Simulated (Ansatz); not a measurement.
# Ti (Im-3m) in Ansatz: a series of runs

Runs on Ti. Level: PBEsol. Tasks: single point.

Everything below comes from runs of Ansatz 0.2.0. Logs are shortened: lines on timing, memory, paths and dates and some standing lists are left out, and cuts for length are marked.

### Step 1. The structure

It takes space group Im-3m (No. 229, cubic). Conventional cell: a = 3.282 Å, b = 3.282 Å, c = 3.282 Å, α = 90.00°, β = 90.00°, γ = 90.00°. Around Ti (site symmetry m-3m) lie 8 Ti at 2.84 Å.

This isn't the form of Ti at room conditions, which is hcp.

### Step 2. Single point, PBEsol, 16.62 Å³/atom (volume scaled by 0.94)

The input, input.yaml:

```yaml
crystal:
  lattice:
    - [-1.6075008044, 1.6075008044, 1.6075008044]
    - [1.6075008044, -1.6075008044, 1.6075008044]
    - [1.6075008044, 1.6075008044, -1.6075008044]
  atoms:
    - { symbol: Ti, position: [0.0, 0.0, 0.0] }
kpoints:
  mp_grid: { grid: [11, 11, 11] }
scf:
  occupations: { method: fermi_dirac, width: 0.05 }
hamiltonian:
  xc: pbesol
  pseudopotentials: { kind: all_electron, lapw: { basis_error: 0.0005 } }
output:
  forces: true
  stress: true
  eigenvalues: true
```

Potentials or basis: all-electron LAPW, scalar-relativistic.

Launch:

```
ansatz run input.yaml --threads 1 --pin off --max-ram 3072MiB --backend cpu --events-out ev --progress --plain --runs-dir out
```

The log of the run:

```text
Warning: RAYON_NUM_THREADS=1 ignored (pool sized by the plan → 1); use --threads N
LAPW: plane waves up to 8.188 Å⁻¹, error target 5.0e-4 eV per atom; small_component_spin mean_spin; Ti in spheres of 1.392 Å, 12 of its electrons in bands, Dirac shells [] (how accurate: hamiltonian.pseudopotentials.lapw.basis_error, Limitations)
Engine: ansatz 0.2.0, aarch64-unknown-linux-gnu
Pseudopotentials: kind: all_electron
Pseudopotential: Ti, LAPW, valence charge 12, lapw/all_electron/scalar/gaussian/Ti, Koelling and Harmon's equation, gaussian nucleus
Functional definition: PBEsol
  exchange = pbesol_x
  correlation = pbesol_c
Crystal: 1 atoms, lattice volume = 16.616 Å³
Basis set: ecut = 255.4377090494163 eV, 141 PW (Γ), exchange–correlation at level 2
Bands: 10, of which v1, the nominal top of the filled ones, is band 6 counted from 1 (5 counted from 0)
Symmetry: 48 space group operations
Space group: Im-3m (ITA 229), of the structure as read, at distance tolerance 2.6e-5 Å
k-points: 56 of 1331
Non-local potential: Ti, projectors of the file, none
Initial density: superposition of atomic densities (chi_scale 0.1, normalization cell)
Initial wavefunctions: plane waves of lowest kinetic energy (no species holds an atomic orbital)
Functional: x = pbesol(κ = 0.804, μ = 0.12345679012345678), c = pbesol(β = 0.046)
iter 1 solved again at ethr=5.72e-4 eV; its pass at ethr=1.00e-1 eV (dr2=6.86e-2 eV) is discarded
SCF iter   1: F=—  HF=-23207.643206 eV  |F-HF|=—  |Δ(HF+E_count)|=         —  Δρ=2.39e-2  dr2=6.91e-2  ethr=5.72e-4  ⟨swp⟩=2.8  Hψ=4117  notcnv=0
preconditioner: auto → none  [metal: Δε(μ)=0.024 eV  Ē_g=4.688 eV  σ=0.050 eV  W_gap=0.12  n_scr=0 (ndim 8)  ℏωp=18.2 eV  f_vac=0.000  D(μ)=2.69/eV (n_scr^D=42)]
iter 2 solved again at ethr=2.07e-6 eV; its pass at ethr=5.72e-4 eV (dr2=2.48e-4 eV) is discarded
SCF iter   2: F=—  HF=-23207.492558 eV  |F-HF|=—  |Δ(HF+E_count)|=   1.51e-1  Δρ=1.55e-3  dr2=2.48e-4  ethr=2.07e-6  ⟨swp⟩=2.8  Hψ=3100  notcnv=0
SCF iter   3: F=—  HF=-23207.477042 eV  |F-HF|=—  |Δ(HF+E_count)|=   1.55e-2  Δρ=2.35e-3  dr2=6.41e-4  ethr=2.06e-6  ⟨swp⟩=3.0  Hψ=1951  notcnv=0
SCF iter   4: F=—  HF=-23207.476868 eV  |F-HF|=—  |Δ(HF+E_count)|=   1.73e-4  Δρ=2.31e-4  dr2=5.88e-6  ethr=2.06e-6  ⟨swp⟩=2.0  Hψ=1644  notcnv=0
SCF iter   5: F=—  HF=-23207.476870 eV  |F-HF|=—  |Δ(HF+E_count)|=   2.05e-6  Δρ=5.29e-6  dr2=2.49e-9  ethr=4.90e-8  ⟨swp⟩=2.0  Hψ=1644  notcnv=0
SCF iter   6: F=-23207.476870 eV  HF=-23207.476870 eV  |F-HF|=4.04e-10  |Δ(HF+E_count)|=   6.16e-8  Δρ=1.48e-6  dr2=1.91e-10  ethr=2.07e-11  ⟨swp⟩=3.1  Hψ=1810  notcnv=0
SCF 1 converged in 6 iterations: F = -23207.476870 eV  dr2 = 1.91e-10
SCF converged after 6 iterations
Free energy (F): -23207.476870 eV
Harris-Foulkes:  -23207.476870 eV  (|F-HF|=4.04e-10)
Internal energy: -23207.457337 eV  (E = F + TS)
E sigma→0 (E₀):  -23207.467104 eV
Entropy (-TS):   -0.019533 eV (-19.533 meV/atom)
Fermi energy:    14.120953 eV
--- Per-component energies (eV) ---
  E_band       = -142.630799
  E_kinetic    = 23428.184052
  E_xc         = -1122.041370
  E_electrostatic = -45513.600019  (all electrons and nuclei)
  E_smearing   = -0.019533  (= −TS)
  E_closure    = 0.000000  (closes the sum)
  E_atoms      = -23200.354998  (free atoms, spherical and without spin; not in F)
  Σ components = -23207.476870   (vs F -23207.476870, Δ=0.00e0)
  Basis errors (estimates in eV, not in F): energy 5.9e-5 per atom: plane waves 5.3e-5 (2.7e-5 summed), levels above the bands 5.8e-75, relativity 3.9e-9, radial functions 6.2e-6, core shells 7.8e-8; eigenvalues (radial functions only) 5.4e-7; not estimated: angular momenta, meshes, grids; target (lapw.basis_error) 5.0e-4; muffin-tin radii Ti 1.392 Å
--- Forces (eV/Å), atoms counted from 1 ---
  atom   1  Ti     0.00000000     0.00000000    -0.00000000
  max |Σ_I F_I| component: 4.77e-31 eV/Å
--- Stress (GPa, compression-positive) ---
       -0.638948      -0.000000       0.000000
       -0.000000      -0.638948       0.000000
        0.000000       0.000000      -0.638948
  P = ⅓ Tr σ = -0.6389 GPa (-6.389 kbar)
--- Band table (eV; the first three rows and the last of 56) ---
  k-point 0: bands = ["-42.0249", "-17.9376", "-17.9376", "-17.9376", "8.1124", "15.1662", "15.1662", "15.1662", "17.0446", "17.0446"]
  k-point 1: bands = ["-42.0122", "-18.0033", "-17.9576", "-17.9380", "8.4049", "15.0297", "15.1215", "15.3849", "16.8936", "17.0532"]
  k-point 2: bands = ["-41.9780", "-18.1768", "-18.0108", "-17.9393", "9.2199", "14.6831", "14.8868", "16.0072", "16.7054", "17.0924"]
  k-point 55: bands = ["-41.7553", "-18.4781", "-18.4656", "-18.4656", "11.9494", "11.9545", "18.0304", "18.0304", "18.2421", "22.2867"]
```

Wall time 2.2 s (1 thread of Arm Neoverse V2, shared host); peak memory 0.23 GiB.

Results:

```
Free energy            : -23207.4769 eV
Pressure               : -0.6 GPa
Band gap on the k mesh : none (metal or under the smearing width)
```

### Step 3. Single point, PBEsol, 16.97 Å³/atom (volume scaled by 0.96)

input.yaml: that of step 2 with these lines changed.

```diff
@@ -2,5 +2,5 @@
   lattice:
-    - [-1.6075008044, 1.6075008044, 1.6075008044]
-    - [1.6075008044, -1.6075008044, 1.6075008044]
-    - [1.6075008044, 1.6075008044, -1.6075008044]
+    - [-1.6188216056, 1.6188216056, 1.6188216056]
+    - [1.6188216056, -1.6188216056, 1.6188216056]
+    - [1.6188216056, 1.6188216056, -1.6188216056]
   atoms:
```

Potentials or basis: all-electron LAPW, scalar-relativistic.

Launch:

```
ansatz run input.yaml --threads 1 --pin off --max-ram 3072MiB --backend cpu --events-out ev --progress --plain --runs-dir out
```

It took 2.2 s on 1 thread of Arm Neoverse V2, shared host; peak memory 0.23 GiB.

Results (log left out):

| Quantity | Value |
| --- | --- |
| Free energy | -23207.4729 eV |
| Pressure | -2.9 GPa |
| Band gap on the k mesh | none (metal or under the smearing width) |

### Step 4. Single point, PBEsol, 17.32 Å³/atom (volume scaled by 0.98)

input.yaml: that of step 3 with these lines changed.

```diff
@@ -2,5 +2,5 @@
   lattice:
-    - [-1.6188216056, 1.6188216056, 1.6188216056]
-    - [1.6188216056, -1.6188216056, 1.6188216056]
-    - [1.6188216056, 1.6188216056, -1.6188216056]
+    - [-1.6299862453, 1.6299862453, 1.6299862453]
+    - [1.6299862453, -1.6299862453, 1.6299862453]
+    - [1.6299862453, 1.6299862453, -1.6299862453]
   atoms:
```

Launch:

```
ansatz run input.yaml --threads 1 --pin off --max-ram 3072MiB --backend cpu --events-out ev --progress --plain --runs-dir out
```

Run time: 2.2 s. Hardware: 1 thread of Arm Neoverse V2, shared host; peak memory 0.23 GiB.

Results (log left out):

* Free energy: -23207.4643 eV
* Pressure: -4.9 GPa
* Band gap on the k mesh: none (metal or under the smearing width)

### Step 5. Single point, PBEsol, 17.68 Å³/atom

input.yaml: that of step 4 with these lines changed.

```diff
@@ -2,5 +2,5 @@
   lattice:
-    - [-1.6299862453, 1.6299862453, 1.6299862453]
-    - [1.6299862453, -1.6299862453, 1.6299862453]
-    - [1.6299862453, 1.6299862453, -1.6299862453]
+    - [-1.641, 1.641, 1.641]
+    - [1.641, -1.641, 1.641]
+    - [1.641, 1.641, -1.641]
   atoms:
```

Launch:

```
ansatz run input.yaml --threads 1 --pin off --max-ram 3072MiB --backend cpu --events-out ev --progress --plain --runs-dir out
```

It took 2.2 s on 1 thread of Arm Neoverse V2, shared host; peak memory 0.23 GiB.

It converged, with:

- Free energy: -23207.4513 eV
- Pressure: -6.8 GPa
- Band gap on the k mesh: none (metal or under the smearing width)

### Step 6. Single point, PBEsol, 18.03 Å³/atom (volume scaled by 1.02)

input.yaml: that of step 5 with these lines changed.

```diff
@@ -2,5 +2,5 @@
   lattice:
-    - [-1.641, 1.641, 1.641]
-    - [1.641, -1.641, 1.641]
-    - [1.641, 1.641, -1.641]
+    - [-1.6518678664, 1.6518678664, 1.6518678664]
+    - [1.6518678664, -1.6518678664, 1.6518678664]
+    - [1.6518678664, 1.6518678664, -1.6518678664]
   atoms:
```

Potentials or basis: all-electron LAPW, scalar-relativistic.

Launch:

```
ansatz run input.yaml --threads 1 --pin off --max-ram 3072MiB --backend cpu --events-out ev --progress --plain --runs-dir out
```

It took 2.2 s on 1 thread of Arm Neoverse V2, shared host; peak memory 0.23 GiB.

The run converged. Its results:

```yaml
Free_energy: -23207.4345 eV
Pressure: -8.5 GPa
Band_gap_on_the_k_mesh: none (metal or under the smearing width)
```

### Step 7. Single point, PBEsol, 18.38 Å³/atom (volume scaled by 1.04)

input.yaml: that of step 6 with these lines changed.

```diff
@@ -2,5 +2,5 @@
   lattice:
-    - [-1.6518678664, 1.6518678664, 1.6518678664]
-    - [1.6518678664, -1.6518678664, 1.6518678664]
-    - [1.6518678664, 1.6518678664, -1.6518678664]
+    - [-1.6625945817, 1.6625945817, 1.6625945817]
+    - [1.6625945817, -1.6625945817, 1.6625945817]
+    - [1.6625945817, 1.6625945817, -1.6625945817]
   atoms:
```

Launch:

```
ansatz run input.yaml --threads 1 --pin off --max-ram 3072MiB --backend cpu --events-out ev --progress --plain --runs-dir out
```

Run time: 2.2 s. Hardware: 1 thread of Arm Neoverse V2, shared host; peak memory 0.23 GiB.

The run converged. Its results:

```
Free energy            : -23207.4141 eV
Pressure               : -10.0 GPa
Band gap on the k mesh : none (metal or under the smearing width)
```

### Step 8. Single point, PBEsol, 18.74 Å³/atom (volume scaled by 1.06)

input.yaml: that of step 7 with these lines changed.

```diff
@@ -2,5 +2,5 @@
   lattice:
-    - [-1.6625945817, 1.6625945817, 1.6625945817]
-    - [1.6625945817, -1.6625945817, 1.6625945817]
-    - [1.6625945817, 1.6625945817, -1.6625945817]
+    - [-1.6731846416, 1.6731846416, 1.6731846416]
+    - [1.6731846416, -1.6731846416, 1.6731846416]
+    - [1.6731846416, 1.6731846416, -1.6731846416]
   atoms:
```

Launch:

```
ansatz run input.yaml --threads 1 --pin off --max-ram 3072MiB --backend cpu --events-out ev --progress --plain --runs-dir out
```

It took 2.2 s on 1 thread of Arm Neoverse V2, shared host; peak memory 0.23 GiB.

It converged, with:

| Item | Value |
| --- | --- |
| Free energy | -23207.3905 eV |
| Pressure | -11.4 GPa |
| Band gap on the k mesh | none (metal or under the smearing width) |

### Step 9. The reference run

An earlier run on the cell as given: functional PBEsol; potentials or basis all-electron LAPW, scalar-relativistic; cutoff 227 eV (chosen from the basis error); basis error allowed 0.001 eV/atom; k mesh 11 × 11 × 11; occupations fermi-dirac, width 0.05 eV; no spin polarisation.

- Pressure: -6.8 GPa
- Band gap on the k mesh: none (metal or under the smearing width)
